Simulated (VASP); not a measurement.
# Te: dielectric tensor with PBE

The system is Te.

```
CELL_PARAMETERS angstrom
4.51503 0.00000 0.00000
-2.25752 3.91013 0.00000
0.00000 0.00000 5.95526
ATOMIC_POSITIONS crystal
Te 0.26899 0.00000 0.33333
Te 0.00000 0.26899 0.66667
Te 0.73101 0.73101 0.00000
```

```json
{
 "Program": "VASP 6.6.1",
 "Task": "dielectric tensor",
 "Functional": "PBE",
 "Potentials or basis": "VASP PAW PBE potentials, release 64 (Te)",
 "Cutoff": "600 eV",
 "k mesh": "9 × 9 × 6",
 "Occupations": "gaussian, width 0.03 eV",
 "Spin": "no spin polarisation",
 "Further INCAR settings": "ALGO = Fast; EDIFF = 1e-08"
}
```

| Quantity | Value |
| --- | --- |
| Band gap on the k mesh | 0.21 eV, direct |
| Electronic dielectric tensor (diagonal) | 91.12, 91.12, 55.19 |
| Born charges (mean of the diagonal) | Te +0.00 e |

Levels at points of the mesh, in eV from the valence-band top:
| k point | band 5 | band 6 | band 7 | band 8 | band 9 | band 10 | band 11 | band 12 | band 13 |
| --- | --- | --- | --- | --- | --- | --- | --- | --- | --- |
| (0.00, 0.00, 0.00) | -2.70 | -2.70 | -1.61 | -1.61 | -0.80 | 1.00 | 1.00 | 1.55 | 5.05 |
| (0.00, 0.00, 0.50) | -2.59 | -2.59 | -1.26 | -1.00 | -1.00 | 0.47 | 0.47 | 0.50 | 4.16 |

Electronic dielectric tensor:
```
91.12  0.00  0.00
 0.00 91.12  0.00
 0.00  0.00 55.19
```

Born effective charge tensors (e):
atom 1, Te
```
 2.72  0.00  0.00
 0.00 -2.72  2.60
 0.00  3.00  0.00
```
atom 2, Te
```
-1.36 -2.35 -2.25
-2.35  1.36 -1.30
-2.59 -1.50  0.00
```
atom 3, Te
```
-1.36  2.35  2.25
 2.35  1.36 -1.30
 2.59 -1.50  0.00
```

Wall time 11 min on 1 thread of Intel(R) Xeon(R) 6975P-C (Granite Rapids), on a shared host, peak memory 0.93 GiB.

Caveat: the gap is small at this level, which inflates the dielectric constant; spin-orbit coupling is left out, which moves the levels of the heavy elements; an odd mesh through Γ misses points on the zone boundary, where band edges often lie.
